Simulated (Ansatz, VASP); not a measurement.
## Two plane-wave programs on AlN

The input INCAR:

```
ALGO = Normal
EDIFF = 1E-7
ENCUT = 520
GGA = PE
ISIF = 2
ISMEAR = 0
LASPH = True
LCHARG = False
LREAL = False
LWAVE = False
NBANDS = 11
NELM = 80
PREC = Accurate
SIGMA = 0.05
```

Contents of KPOINTS:

```
k-points
0
Gamma
  10 10 10
```

File POSCAR:

```
AlN
1.0
    0.0000000000      2.1839935596      2.1293937206
    2.1839935596      0.0000000000      2.1293937206
    2.1839935596      2.1839935596      0.0000000000
Al N
1 1
Direct
    0.0000000000      0.0000000000      0.0000000000
    0.7500000000      0.7500000000      0.7500000000
```

Input for Ansatz:

```yaml
crystal:
  lattice:
    - [0.0, 2.1839935596, 2.1293937206]
    - [2.1839935596, 0.0, 2.1293937206]
    - [2.1839935596, 2.1839935596, 0.0]
  atoms:
    - { symbol: Al, position: [0.0, 0.0, 0.0] }
    - { symbol: "N", position: [0.75, 0.75, 0.75] }
basis:
  ecutwfc: 420
kpoints:
  mp_grid: { grid: [10, 10, 10] }
hamiltonian:
  xc: pbe
scf:
  occupations: { method: gaussian, width: 0.05 }
output:
  forces: true
  stress: true
  eigenvalues: true
```

Change from the starting cell: strain -0.0250 x Voigt [0, 0, 1, 0, 0, 0], atoms carried along.

Alike in both runs: task single point; functional PBE; k mesh 10 × 10 × 10; occupations gaussian, width 0.05 eV; no spin polarisation.

|  | VASP | Ansatz |
| --- | --- | --- |
| version | VASP 6.6.1 | Ansatz 0.2.0 |
| potentials or method | VASP PAW PBE potentials, release 64 (Al, N) | scalar-relativistic, plane waves, PAW |
| plane-wave cutoff (eV) | 520 | 420 |
| valence electrons in the cell | 8 | 8 |

```tsv
	VASP	Ansatz	Ansatz less VASP
gap on the k mesh at the Fermi level (eV)	3.19	3.20	+0.009
least direct gap on the mesh (eV)	4.35	4.34	-0.011
pressure (GPa)	10.2	10.4	+0.27
largest component of the traceless stress (GPa)	1.97	1.95	-0.015
```

With one functional, cell and mesh, what is left measures potentials, basis and numerics.

A k mesh can miss the band edges.
